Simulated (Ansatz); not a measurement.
# BaO in Ansatz: reference runs

Aim: a first look at BaO with PBE, on the cell as given.

Program: Ansatz 0.2.0. These are calculated values, not measurements. Logs are shortened: lines on timing, memory, paths and dates and some standing lists are left out, and cuts for length are marked.

### 1 The cell of the first run

The cell holds a slab with vacuum, 8 atoms: a = 3.889 Å, b = 3.889 Å, c = 26.114 Å, α = 90.00°, β = 90.00°, γ = 120.00°.

### 2 Single point, PBE (the (1 1 1) slab of BaO, cut from the database cell, not relaxed)

The input, input.yaml:

```yaml
crystal:
  lattice:
    - [3.8890872965, 0.0, 0.0]
    - [-1.9445436483, 3.3680483963, 0.0]
    - [0.0, 0.0, 26.1139926819]
  atoms:
    - { symbol: O, position: [0.3333333333, 0.6666666667, 0.2872023475] }
    - { symbol: Ba, position: [0.6666666667, 0.3333333333, 0.3480016768] }
    - { symbol: O, position: [0.0, 0.0, 0.4088010061] }
    - { symbol: Ba, position: [0.3333333333, 0.6666666667, 0.4696003354] }
    - { symbol: O, position: [0.6666666667, 0.3333333333, 0.5303996646] }
    - { symbol: Ba, position: [0.0, 0.0, 0.5911989939] }
    - { symbol: O, position: [0.3333333333, 0.6666666667, 0.6519983232] }
    - { symbol: Ba, position: [0.6666666667, 0.3333333333, 0.7127976525] }
hamiltonian:
  xc: pbe
  pseudopotentials: { kind: paw }
kpoints:
  mp_grid: { grid: [8, 8, 1] }
scf:
  occupations: { method: fermi_dirac, width: 0.05 }
output:
  forces: true
  eigenvalues: true
efield:
  axis: 3
  dipole_correction: true
  ramp_width: 0.04
```

Potentials or basis: Ansatz PAW.

Launch:

```sh
> ansatz run input.yaml --threads 4 --pin off --max-ram 11264MiB --backend cpu --events-out ev --progress --plain --runs-dir out
```

Output:

```text
Warning: RAYON_NUM_THREADS=4 ignored (pool sized by the plan → 4); use --threads N
Engine: ansatz 0.2.0, x86_64-unknown-linux-gnu
Pseudopotentials: kind: paw
Pseudopotential: O, paw, valence charge 6, recommended cutoff 420 eV (normal), O.paw.azcp
Pseudopotential: Ba, paw, valence charge 10, recommended cutoff 420 eV (normal), Ba.paw.azcp
Functional definition: PBE
  parameter kappa = 0.804
  parameter beta = 0.06672455060314922
  exchange = pbe_x(kappa = kappa, mu = beta*pi^2/3)
  correlation = pbe_c(beta = beta)
Crystal: 8 atoms, lattice volume = 342.058 Å³
Basis set: ecut = 420 eV, 6747 PW (Γ), exchange–correlation on 54×54×360 points (8 copies of the dense FFT grid, shifted against one another)
Bands: 40, of which v1, the nominal top of the filled ones, is band 32 counted from 1 (31 counted from 0)
Symmetry: 6 space group operations
Space group: P3m1 (ITA 156), of the structure as read, at distance tolerance 7.0e-5 Å
k-points: 10 of 64 (time reversal used)
Non-local potential: O, projectors of the file, l = 0: 2, l = 1: 2, l = 2: 1
Non-local potential: Ba, projectors of the file, l = 0: 3, l = 1: 2, l = 2: 2, l = 3: 2
PAW form: soft (Blöchl's): semilocal exchange-correlation on the pseudo side does not see the compensation charge
PAW one-centre angular grid: O, 110 points (default); XC on 64 Gauss nodes
PAW one-centre angular grid: Ba, 194 points (default); XC on 64 Gauss nodes
Initial density: superposition of atomic densities (neutral atoms: chi_scale 0, normalization atom), corrected by the library's trained network
Initial wavefunctions: pseudopotential atomic-orbital guess
Functional: x = pbe(κ = 0.804, μ = 0.2195149727645171), c = pbe(β = 0.06672455060314922)
SCF iter   1: F=—  HF=-26073.608688 eV  |F-HF|=—  |Δ(HF+E_count)|=         —  Δρ=2.36e-2  dr2=2.34e1  ethr=1.77e-3  p=0.339 e·Å  D=1.79e-1 V/Å  ΔV_dip=-4.68 eV  dr2_dipole=2.05e1  V_vac-E_F(+/−)=3.55/8.23 eV  ⟨swp⟩=14.5  Hψ=2955  notcnv=0  defer=6
efield: sawtooth ramp at fractional position 0.9800 (placed from the atoms, in the widest stretch of the axis that holds none; the zero of the levels goes with the place), width 0.0400; the density the first Hamiltonian is built on has a dipole p = 0.339 e·Å; the dipole correction subtracts the counter field D = 1.79e-1 V/Å, which shifts the + side's vacuum level by -4.68 eV against the − side's; the planar-averaged density in the ramp window peaks in size at 2.7e-5 e/Å³
preconditioner: auto → LDOS  [insulator: Δε(μ)=0.369 eV  Ē_g=10.991 eV  σ=0.050 eV  W_gap=0.73  n_scr=58 (ndim 8)  ℏωp=15.0 eV  f_vac=0.442  D(μ)=3.93/eV (n_scr^D=10)  ε∞_Penn≈2.9  β→1.0]
SCF iter   2: F=—  HF=-26074.349274 eV  |F-HF|=—  |Δ(HF+E_count)|=   7.41e-1  Δρ=6.62e-2  dr2=1.84e2  ethr=1.77e-3  p=0.395 e·Å  D=2.09e-1 V/Å  ΔV_dip=-5.45 eV  dr2_dipole=1.45e2  V_vac-E_F(+/−)=3.06/8.51 eV  ⟨swp⟩=3.5  Hψ=725  notcnv=0  defer=17  recentre
SCF iter   3: F=—  HF=-26073.350292 eV  |F-HF|=—  |Δ(HF+E_count)|=   9.99e-1  Δρ=1.72e-2  dr2=1.15e1  ethr=1.77e-3  p=0.362 e·Å  D=1.92e-1 V/Å  ΔV_dip=-5.01 eV  dr2_dipole=9.85e0  V_vac-E_F(+/−)=3.35/8.35 eV  ⟨swp⟩=3.4  Hψ=727  notcnv=0  defer=8
[... 18 lines left out ...]
SCF converged after 18 iterations
Free energy (F): -26073.255396 eV
Harris-Foulkes:  -26073.255396 eV  (|F-HF|=7.22e-8)
Internal energy: -26073.133900 eV  (E = F + TS)
E sigma→0 (E₀):  -26073.194648 eV
Entropy (-TS):   -0.121496 eV (-15.187 meV/atom)
Fermi energy:    1.969537 eV
Dipole field:    D = 0.203272 V/Å  (p = 0.384252 e·Å, saw-weighted, corrected)
Work function:   Φ+ = 3.1751 eV   Φ− = 8.4837 eV
Levels:          The Fermi level and band energies are counted from a zero that moves with the ramp; work functions are not
Vacuum region:   at the solve's end the planar-averaged density reaches 2.09e-5 e/Å³ inside the ramp window [0.9417, 0.0583] (bound 1e-5 e/Å³)
--- Per-component energies (eV) ---
  E_band       = -560.959764
  E_kinetic    = 1374.608682
  E_local      = -34803.705458  (includes V_loc(G=0)·N_el)
  E_nonlocal   = 421.277856
  E_hartree    = 16828.363961
  E_xc         = -971.859346
  E_vxc        = -924.733248  (∫ρ·V_xc dr)
  E_paw        = -21533.057037  (= ΣΔE_a)
  E_vpaw       = -282.645072  (= ΣTr[D̂ρ^β])
  E_aug_tail   = 0.009467  (compensation charges beyond the density's cutoff)
  E_efield     = 0.039054  (sawtooth field / dipole correction)
  E_vefield    = -2.503798  (∫n·V_field dr)
  E_ewald      = 12611.188923
  E_smearing   = -0.121496  (= −TS)
  E_closure    = -0.000000  (closes the sum)
  Σ components = -26073.255396   (vs F -26073.255396, Δ=0.00e0)
--- Forces (eV/Å), atoms counted from 1 ---
  atom   1  O      0.00000000    -0.00000000     1.89653374
  atom   2  Ba     0.00000000    -0.00000000    -2.55932237
  atom   3  O     -0.00000000    -0.00000000     0.79428568
  atom   4  Ba     0.00000000    -0.00000000    -0.68320354
  atom   5  O      0.00000000    -0.00000000     0.65915421
  atom   6  Ba     0.00000000    -0.00000000    -0.65889002
  atom   7  O     -0.00000000     0.00000000     0.78206169
  atom   8  Ba     0.00000000     0.00000000    -0.23074122
  max |Σ_I F_I| component: 1.22e-4 eV/Å
--- Band table (eV; the first three rows and the last of 10) ---
  k-point 0: bands = ["-26.9250", "-25.4583", "-24.6638", "-23.6509", "-15.9956", "-14.8844", "-14.0766", "-12.9230", "-11.8453", "-11.5691", "-11.5691", "-10.2142", "-10.1361", "-10.1361", "-9.4068", "-9.3425", "-9.3425", "-8.3349", "-8.3349", "-8.2929", "-2.0566", "-1.6120", "-1.6120", "-0.8392", "-0.4920", "-0.4920", "0.1165", "0.3482", "0.3482", "1.1057", "1.5882", "1.8577", "1.8577", "2.6768", "4.3183", "4.3183", "4.6171", "4.6457", "5.2569", "5.5945"]
  k-point 1: bands = ["-26.9018", "-25.4320", "-24.6382", "-23.6259", "-15.9947", "-14.8944", "-14.0999", "-12.9418", "-11.9403", "-11.6552", "-11.6150", "-10.3129", "-10.2291", "-10.1869", "-9.4980", "-9.4277", "-9.3910", "-8.4495", "-8.3811", "-8.3380", "-1.8927", "-1.6300", "-1.5726", "-0.7023", "-0.4996", "-0.4595", "0.2080", "0.3459", "0.3728", "1.3323", "1.5973", "1.8461", "1.8624", "2.7428", "3.7917", "4.5715", "4.6091", "4.9298", "5.1400", "5.4626"]
  k-point 2: bands = ["-26.8449", "-25.3674", "-24.5754", "-23.5645", "-16.0116", "-14.9262", "-14.1505", "-12.9757", "-12.1990", "-11.8076", "-11.7227", "-10.6250", "-10.3545", "-10.3054", "-9.7778", "-9.5461", "-9.5045", "-8.7008", "-8.4894", "-8.4411", "-1.7799", "-1.5188", "-1.5106", "-0.6071", "-0.3982", "-0.3799", "0.2864", "0.4366", "0.4705", "1.5835", "1.8349", "1.8826", "1.8932", "2.4860", "3.7422", "4.1953", "5.0748", "5.2004", "5.2558", "5.7023"]
  k-point 9: bands = ["-26.7453", "-25.2534", "-24.4645", "-23.4558", "-16.0748", "-14.9913", "-14.2219", "-13.0140", "-12.4812", "-12.1181", "-12.0123", "-10.8720", "-10.6884", "-10.6650", "-9.9967", "-9.8422", "-9.8188", "-8.9023", "-8.7814", "-8.6649", "-1.6063", "-1.4890", "-1.3946", "-0.4390", "-0.3162", "-0.2688", "0.4645", "0.5480", "0.6069", "1.6220", "1.9047", "1.9626", "2.6581", "3.0238", "3.8883", "4.4591", "4.9123", "5.6569", "5.9924", "6.2045"]
```

Wall time 3.5 s (4 threads of INTEL XEON PLATINUM 8581C at 2.30GHz (Emerald Rapids), shared host); peak memory 0.71 GiB.

What came out:

- Free energy: -26073.2554 eV
- Largest force: 2.559 eV/Å
- Band gap on the k mesh: none (metal or under the smearing width)
- Work function of the upper face: 3.18 eV
- Work function of the lower face: 8.48 eV
- Dipole across the slab: 0.384 e·Å

Forces on the atoms (eV/Å):
```
O    0.000  0.000  1.897
Ba   0.000  0.000 -2.559
O    0.000  0.000  0.794
Ba   0.000  0.000 -0.683
O    0.000  0.000  0.659
Ba   0.000  0.000 -0.659
O    0.000  0.000  0.782
Ba   0.000  0.000 -0.231
```
